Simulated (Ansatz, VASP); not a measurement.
## AlNi in VASP and in Ansatz

The input INCAR:

```
SYSTEM = AlNi
ALGO     = Fast           ! electronic algorithm
EDIFF    = 1E-6           ! SCF threshold, eV
ENCUT    = 520            ! plane-wave cutoff, eV
GGA      = PS             ! functional
ISIF     = 2              ! what is computed and relaxed
ISMEAR   = 0              ! smearing method
LASPH    = .TRUE.         ! aspherical terms in the spheres
LCHARG   = .FALSE.        ! write CHGCAR
LREAL    = .FALSE.        ! projectors in reciprocal space
LWAVE    = .FALSE.        ! write WAVECAR
NBANDS   = 14             ! bands
NELM     = 100            ! most SCF steps
PREC     = Accurate       ! precision mode
SIGMA    = 0.15           ! smearing width, eV
```

The input KPOINTS:

```
k-points
0
G
  18 18 16
  0 0 0
```

File POSCAR:

```
AlNi
1.0
    1.9386940000     -1.9531901500      0.0000000000
    1.9386940000      1.9531901500      0.0000000000
    0.0000000000      0.0000000000      3.0994300413
Al Ni
1 1
Direct
    0.0000000000      0.0000000000      0.0000000000
    0.5193429185      0.5193429185      0.5000000000
```

Input for Ansatz:

```yaml
crystal:
  lattice:
    - [1.938694, -1.95319015, 0.0]
    - [1.938694, 1.95319015, 0.0]
    - [0.0, 0.0, 3.0994300413]
  atoms:
    - { symbol: Al, position: [0.0, 0.0, 0.0] }
    - { symbol: Ni, position: [0.5193429185, 0.5193429185, 0.5] }
basis:
  ecutwfc: 420
kpoints:
  mp_grid: { grid: [18, 18, 16] }
hamiltonian:
  xc: pbesol
scf:
  occupations: { method: gaussian, width: 0.15 }
output:
  forces: true
  stress: true
  eigenvalues: true
```

Change from the starting cell: all Ni atoms moved +0.075 Å, as atom 2 along Cartesian [1 0 0].

Alike in both runs: task single point; functional PBEsol; k mesh 18 × 18 × 16; occupations gaussian, width 0.15 eV; no spin polarisation.

|  | VASP | Ansatz |
| --- | --- | --- |
| version | VASP 6.6.1 | Ansatz 0.2.0 |
| potentials or method | VASP PAW PBE potentials, release 64 (Al, Ni) | scalar-relativistic, plane waves, PAW |
| plane-wave cutoff (eV) | 520 | 420 |
| valence electrons in the cell | 13 | 21 |

|  | VASP | Ansatz | Ansatz less VASP |
| --- | --- | --- | --- |
| gap on the k mesh at the Fermi level (eV) | none | none | - |
| pressure (GPa) | 1.0 | 0.8 | -0.23 |
| largest component of the traceless stress (GPa) | 4.17 | 4.03 | -0.139 |
| rms of the force components (eV/Å) | 0.260 | 0.259 | -0.0014 |

Atom by atom the forces differ by 0.001 eV/Å (rms over components). A gap of «none» marks a metal or a gap that the smearing closes. With one functional, cell and mesh, what is left measures potentials, basis and numerics. The two sets of potentials don't hold the same shells in valence.

Caveats: the PAW data sets were made with another functional, which shifts forces and pressure a little (VASP). Spin polarisation is off, so any magnetic state and its effect on volume and gap are missing.
